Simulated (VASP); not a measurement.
# Al (Fm-3m) in VASP: notebook, part 2 of 2

VASP 6.6.1. Earlier steps stand in the parts before.

**3. Band structure, rSCAN**

File INCAR:

```
PREC     = Accurate       # precision mode
ENCUT    = 520            # plane-wave cutoff, eV
EDIFF    = 1E-6           # SCF threshold, eV
ISMEAR   = -1             # smearing method
SIGMA    = 0.05           # smearing width, eV
LREAL    = F              # projectors in reciprocal space
LASPH    = T              # aspherical terms in the spheres
NELM     = 80             # most SCF steps
ALGO     = Normal         # electronic algorithm
ISIF     = 2              # what is computed and relaxed
LWAVE    = F              # write WAVECAR
LCHARG   = F              # write CHGCAR
METAGGA  = RSCAN          # meta-GGA
LMIXTAU  = T            
NBANDS   = 8              # bands
```

File KPOINTS:

```
Automatic mesh
0
Gamma
  11 11 11
```

File POSCAR:

```
Al
1.0
    0.0000000000      2.0248050000      2.0248050000
    2.0248050000      0.0000000000      2.0248050000
    2.0248050000      2.0248050000      0.0000000000
Al
1
Direct
    0.0000000000      0.0000000000      0.0000000000
```

File KPOINTS_OPT:

```
path GXWKGLUWLK,UX
10
line-mode
reciprocal
 0.0000000000  0.0000000000  0.0000000000  G
 0.5000000000  0.0000000000  0.5000000000  X

 0.5000000000  0.0000000000  0.5000000000  X
 0.5000000000  0.2500000000  0.7500000000  W

 0.5000000000  0.2500000000  0.7500000000  W
 0.3750000000  0.3750000000  0.7500000000  K

 0.3750000000  0.3750000000  0.7500000000  K
 0.0000000000  0.0000000000  0.0000000000  G

 0.0000000000  0.0000000000  0.0000000000  G
 0.5000000000  0.5000000000  0.5000000000  L

 0.5000000000  0.5000000000  0.5000000000  L
 0.6250000000  0.2500000000  0.6250000000  U

 0.6250000000  0.2500000000  0.6250000000  U
 0.5000000000  0.2500000000  0.7500000000  W

 0.5000000000  0.2500000000  0.7500000000  W
 0.5000000000  0.5000000000  0.5000000000  L

 0.5000000000  0.5000000000  0.5000000000  L
 0.3750000000  0.3750000000  0.7500000000  K

 0.6250000000  0.2500000000  0.6250000000  U
 0.5000000000  0.0000000000  0.5000000000  X
```

Potentials or basis: VASP PAW PBE potentials, release 64 (Al).

The run is started by

```sh
> cat potpaw_PBE.64/Al/POTCAR > POTCAR
> mpirun -np 1 vasp_std > vasp.out
```

OUTCAR:

```text
PREC = Accurate
   ENCUT = 520
   EDIFF = 1E-6
   ISMEAR = -1
   LREAL = F
   LASPH = T
   NELM = 80
   ISIF = 2
   METAGGA = RSCAN

 ion  position               nearest neighbor table
   1  0.000  0.000  0.000-

  LATTYP: Found a face centered cubic cell.
 ALAT       =     4.0496100000

  Lattice vectors:

 A1 = (   0.0000000000,   2.0248050000,   2.0248050000)
 A2 = (   2.0248050000,   0.0000000000,   2.0248050000)
 A3 = (   2.0248050000,   2.0248050000,   0.0000000000)

Analysis of symmetry for initial positions (statically):
=====================================================================
 Subroutine PRICEL returns:
 Original cell was already a primitive cell.

 Routine SETGRP: Setting up the symmetry group for a
 face centered cubic supercell.

 Subroutine GETGRP returns: Found 48 space group operations
 (whereof 48 operations were pure point group operations)
 out of a pool of 48 trial point group operations.

The static configuration has the point symmetry O_h .

Analysis of symmetry for dynamics (positions and initial velocities):
[... 153 lines left out ...]
  ---------------------------------------------------
  free energy    TOTEN  =        -8.37792302 eV

  energy without entropy =       -8.37381812  energy(sigma->0) =       -8.37587057

 E-fermi :   7.9258     XC(G=0): -10.8704

 val. band max:        7.9061113973   @ k =  -0.4545   0.3636   0.0000
 cond. band min:       7.9488323225   @ k =   0.4545   0.1818   0.0909
 fundamental gap:      0.0427209252
 Fermi energy:         7.9257580348

 k-point     1 :       0.0000    0.0000    0.0000
  band No.  band energies     occupation
      1      -3.8510      2.00000
      2      21.1656      0.00000
      3      21.1656      0.00000
      4      21.1656      0.00000
      5      22.9770      0.00000
      6      22.9770      0.00000
      7      22.9770      0.00000
      8      25.2422      0.00000
[... 243 lines left out ...]
 k-point    24 :      -0.1818    0.1818    0.0000
  band No.  band energies     occupation
      1      -1.3387      2.00000
      2      11.9117      0.00000
      3      13.5713      0.00000
      4      20.4909      0.00000
      5      22.6452      0.00000
      6      23.6149      0.00000
      7      24.9830      0.00000
      8      25.9441      0.00000

 [... further k-points ...]
[... 5 lines left out ...]
  --------------------------------------------------------------------------------------
  -------------------------------------------------------------------------------------
  Total       -0.3283355     -0.3283355     -0.3283355     -0.0000000      0.0000000      0.0000000
  in kB      -31.6846400    -31.6846400    -31.6846400     -0.0000000      0.0000000      0.0000000
  external PRESSURE =     -31.6846400 kB  Pullay stress =       0.0000000 kB

 VOLUME and BASIS-vectors are now :
 -----------------------------------------------------------------------------
  energy-cutoff  :      520.00
  volume of cell :       16.60
      direct lattice vectors                 reciprocal lattice vectors
     0.000000000  2.024805000  2.024805000    -0.246937359  0.246937359  0.246937359
     2.024805000  0.000000000  2.024805000     0.246937359 -0.246937359  0.246937359
     2.024805000  2.024805000  0.000000000     0.246937359  0.246937359 -0.246937359

 POSITION                                       TOTAL-FORCE (eV/Angst)
 -----------------------------------------------------------------------------------
      0.00000      0.00000      0.00000         0.000000      0.000000     -0.000000
 -----------------------------------------------------------------------------------
    total drift:                               -0.000000      0.000000      0.000000

  FREE ENERGIE OF THE ION-ELECTRON SYSTEM (eV)
  ---------------------------------------------------
  free  energy   TOTEN  =        -8.3779230169 eV

  energy  without entropy=       -8.3738181243  energy(sigma->0) =       -8.37587057
```

stdout:

```text
POSCAR found type information on POSCAR Al
 POSCAR found :  1 types and       1 ions
 scaLAPACK will be used
 -----------------------------------------------------------------------------
|                                                                             |
|                                                                             |
|     You enforced a specific xc type in the INCAR file but a different       |
|     I HOPE YOU KNOW WHAT YOU ARE DOING!                                     |
|                                                                             |
 -----------------------------------------------------------------------------

 LDA part: xc-table for (None), standard interpolation
 POSCAR, INCAR and KPOINTS ok, starting setup
 FFT: planning ... GRIDC
 FFT: planning ... GRID_SOFT
 FFT: planning ... GRID
 WAVECAR not read
 entering main loop
 Start KPOINTS_OPT (optional k-point list driver)
k-point batch [1-56\100]
k-point batch [57-100\100]
```

Wall time 22 s (1 thread of Intel Xeon 6975P-C (Granite Rapids), shared host); peak memory 0.13 GiB.

Results:

| Item | Value |
| --- | --- |
| Free energy | -8.3779 eV |
| Pressure | -3.2 GPa |
| Band gap along the path | none (metal or under the smearing width) |

Levels at the corners of the path, in eV from the Fermi level:
```tsv
point	band 1	band 2	band 3	band 4	band 5
Γ	-11.78	13.24	13.24	13.24	15.05
X	-3.17	-1.62	5.44	5.93	5.93
X	-3.17	-1.62	5.44	5.93	5.93
W	-0.96	-0.96	0.13	1.40	16.68
W	-0.96	-0.96	0.13	1.40	16.68
K	-2.07	-1.49	-0.30	6.95	8.72
K	-2.07	-1.49	-0.30	6.95	8.72
Γ	-11.78	13.24	13.24	13.24	15.05
Γ	-11.78	13.24	13.24	13.24	15.05
L	-4.94	-4.56	12.04	12.04	12.15
L	-4.94	-4.56	12.04	12.04	12.15
U	-2.07	-1.49	-0.30	6.95	8.72
U	-2.07	-1.49	-0.30	6.95	8.72
W	-0.96	-0.96	0.13	1.40	16.68
W	-0.96	-0.96	0.13	1.40	16.68
L	-4.94	-4.56	12.04	12.04	12.15
L	-4.94	-4.56	12.04	12.04	12.15
K	-2.07	-1.49	-0.30	6.95	8.72
U	-2.07	-1.49	-0.30	6.95	8.72
X	-3.17	-1.62	5.44	5.93	5.93
```

Caveat: the PAW data sets were made with another functional, which shifts forces and pressure a little.

**4. Band structure, TPSS**

File INCAR:

```
SYSTEM = Al
PREC = Accurate ; ENCUT = 520
EDIFF = 1E-6 ; ISMEAR = -1
SIGMA = 0.05 ; LREAL = .FALSE.
LASPH = .TRUE. ; NELM = 60
ALGO = Normal ; ISIF = 2
LWAVE = .FALSE. ; LCHARG = .FALSE.
METAGGA = TPSS ; LMIXTAU = .TRUE.
NBANDS = 8
```

File KPOINTS:

```
Automatic mesh
0
G
  11 11 11
  0 0 0
```

POSCAR is that of step 3.

KPOINTS_OPT: that of step 3 with these lines changed.

```diff
@@ -1,3 +1,3 @@
 path GXWKGLUWLK,UX
-10
+15
 line-mode
```

Potentials or basis: VASP PAW PBE potentials, release 64 (Al).

The run is started by

```sh
> cat potpaw_PBE.64/Al/POTCAR > POTCAR
> mpirun -np 1 vasp_std > vasp.out
```

OUTCAR:

```text
SYSTEM = Al
   PREC = Accurate
   ENCUT = 520
   EDIFF = 1E-6
   ISMEAR = -1
   LREAL = .FALSE.
   LASPH = .TRUE.
   NELM = 60
   ISIF = 2
   METAGGA = TPSS

 ion  position               nearest neighbor table
   1  0.000  0.000  0.000-

  LATTYP: Found a face centered cubic cell.
 ALAT       =     4.0496100000

  Lattice vectors:

 A1 = (   0.0000000000,   2.0248050000,   2.0248050000)
 A2 = (   2.0248050000,   0.0000000000,   2.0248050000)
 A3 = (   2.0248050000,   2.0248050000,   0.0000000000)
[... 435 lines left out ...]
  band No.  band energies     occupation
      1      -0.7978      2.00000
      2      11.7476      0.00000
      3      13.2230      0.00000
      4      19.8119      0.00000
      5      21.8005      0.00000
      6      22.8205      0.00000
      7      24.0156      0.00000
      8      24.9551      0.00000

 [... further k-points ...]
[... 5 lines left out ...]
  --------------------------------------------------------------------------------------
  -------------------------------------------------------------------------------------
  Total       -0.2333946     -0.2333946     -0.2333946      0.0000000      0.0000000     -0.0000000
  in kB      -22.5227665    -22.5227665    -22.5227665      0.0000000      0.0000000     -0.0000000
  external PRESSURE =     -22.5227665 kB  Pullay stress =       0.0000000 kB

 VOLUME and BASIS-vectors are now :
 -----------------------------------------------------------------------------
  energy-cutoff  :      520.00
  volume of cell :       16.60
      direct lattice vectors                 reciprocal lattice vectors
     0.000000000  2.024805000  2.024805000    -0.246937359  0.246937359  0.246937359
     2.024805000  0.000000000  2.024805000     0.246937359 -0.246937359  0.246937359
     2.024805000  2.024805000  0.000000000     0.246937359  0.246937359 -0.246937359

 POSITION                                       TOTAL-FORCE (eV/Angst)
 -----------------------------------------------------------------------------------
      0.00000      0.00000      0.00000         0.000000     -0.000000      0.000000
 -----------------------------------------------------------------------------------
    total drift:                                0.000000     -0.000000      0.000000

  FREE ENERGIE OF THE ION-ELECTRON SYSTEM (eV)
  ---------------------------------------------------
  free  energy   TOTEN  =        -7.9252538824 eV

  energy  without entropy=       -7.9212850501  energy(sigma->0) =       -7.92326947
```

OSZICAR:

```text
N       E                     dE             d eps       ncg     rms          rms(c)
DAV:   1     0.125680222407E+02    0.12568E+02   -0.14016E+03  1328   0.504E+02
DAV:   2     0.609898542190E+01   -0.64690E+01   -0.62801E+01  1776   0.837E+01
[... 25 lines left out ...]
DAV:   2     0.590140786582E+03   -0.85700E+02     1304
DAV:   3     0.589641833457E+03   -0.49895E+00     1024
DAV:   4     0.589640007977E+03   -0.18255E-02     1328
DAV:   5     0.589640000868E+03   -0.71082E-05     1016
DAV:   6     0.589640000810E+03   -0.58424E-07     1208
       N       E                     dE             ncg
DAV:   1     0.291084811217E+04   -0.44965E+04      616
DAV:   2     0.285560229447E+04   -0.55246E+02      824
DAV:   3     0.285526094379E+04   -0.34135E+00      728
DAV:   4     0.285525999861E+04   -0.94519E-03      960
DAV:   5     0.285525999711E+04   -0.15020E-05      704
DAV:   6     0.285525999709E+04   -0.14525E-07      952
```

stdout:

```text
POSCAR found type information on POSCAR Al
 POSCAR found :  1 types and       1 ions
 scaLAPACK will be used
 -----------------------------------------------------------------------------
|                                                                             |
|                                                                             |
|     You enforced a specific xc type in the INCAR file but a different       |
|     I HOPE YOU KNOW WHAT YOU ARE DOING!                                     |
|                                                                             |
 -----------------------------------------------------------------------------

 LDA part: xc-table for (None), standard interpolation
 POSCAR, INCAR and KPOINTS ok, starting setup
 FFT: planning ... GRIDC
 FFT: planning ... GRID_SOFT
 FFT: planning ... GRID
 WAVECAR not read
 entering main loop
 Start KPOINTS_OPT (optional k-point list driver)
k-point batch [1-56\150]
k-point batch [57-112\150]
k-point batch [113-150\150]
```

It took 26 s on 1 thread of Intel Xeon 6975P-C (Granite Rapids), shared host; peak memory 0.14 GiB.

Results:

| Property | Result |
| --- | --- |
| Free energy | -7.9253 eV |
| Pressure | -2.3 GPa |
| Band gap along the path | none (metal or under the smearing width) |

Levels at the corners of the path, in eV from the Fermi level:
| point | band 1 | band 2 | band 3 | band 4 | band 5 | band 6 | band 7 |
| --- | --- | --- | --- | --- | --- | --- | --- |
| Γ | -11.11 | 12.56 | 12.56 | 12.56 | 14.17 | 14.17 | 14.17 |
| X | -2.93 | -1.60 | 5.20 | 5.60 | 5.60 | 9.07 | 25.33 |
| X | -2.93 | -1.60 | 5.20 | 5.60 | 5.60 | 9.07 | 25.33 |
| W | -0.86 | -0.86 | 0.12 | 1.17 | 15.78 | 15.78 | 16.38 |
| W | -0.86 | -0.86 | 0.12 | 1.17 | 15.78 | 15.78 | 16.38 |
| K | -1.90 | -1.38 | -0.38 | 6.57 | 8.18 | 15.67 | 21.77 |
| K | -1.90 | -1.38 | -0.38 | 6.57 | 8.18 | 15.67 | 21.77 |
| Γ | -11.11 | 12.56 | 12.56 | 12.56 | 14.17 | 14.17 | 14.17 |
| Γ | -11.11 | 12.56 | 12.56 | 12.56 | 14.17 | 14.17 | 14.17 |
| L | -4.61 | -4.36 | 11.38 | 11.38 | 11.47 | 11.47 | 14.96 |
| L | -4.61 | -4.36 | 11.38 | 11.38 | 11.47 | 11.47 | 14.96 |
| U | -1.90 | -1.38 | -0.38 | 6.57 | 8.18 | 15.67 | 21.77 |
| U | -1.90 | -1.38 | -0.38 | 6.57 | 8.18 | 15.67 | 21.77 |
| W | -0.86 | -0.86 | 0.12 | 1.17 | 15.78 | 15.78 | 16.38 |
| W | -0.86 | -0.86 | 0.12 | 1.17 | 15.78 | 15.78 | 16.38 |
| L | -4.61 | -4.36 | 11.38 | 11.38 | 11.47 | 11.47 | 14.96 |
| L | -4.61 | -4.36 | 11.38 | 11.38 | 11.47 | 11.47 | 14.96 |
| K | -1.90 | -1.38 | -0.38 | 6.57 | 8.18 | 15.67 | 21.77 |
| U | -1.90 | -1.38 | -0.38 | 6.57 | 8.18 | 15.67 | 21.77 |
| X | -2.93 | -1.60 | 5.20 | 5.60 | 5.60 | 9.07 | 25.33 |

Caveat: the PAW data sets were made with another functional, which shifts forces and pressure a little.

**5. Overview**

```tsv
level	pressure (GPa)
SCAN	-2.2
rSCAN	-3.2
TPSS	-2.3
```

Alike in all rows: task band structure; potentials or basis VASP PAW PBE potentials, release 64 (Al); no spin polarisation; cell as given; k mesh 11 × 11 × 11; cutoff (eV) 520; smearing fermi-dirac 0.05 eV.

The pressure there spans -3.2 GPa (rSCAN) to -2.2 GPa (SCAN); a positive pressure means that this level wants a larger cell, a negative one a smaller.

Caveats: the PAW data sets were made with another functional, which shifts forces and pressure a little.

Absolute energies hang on the potentials; compare differences alone.
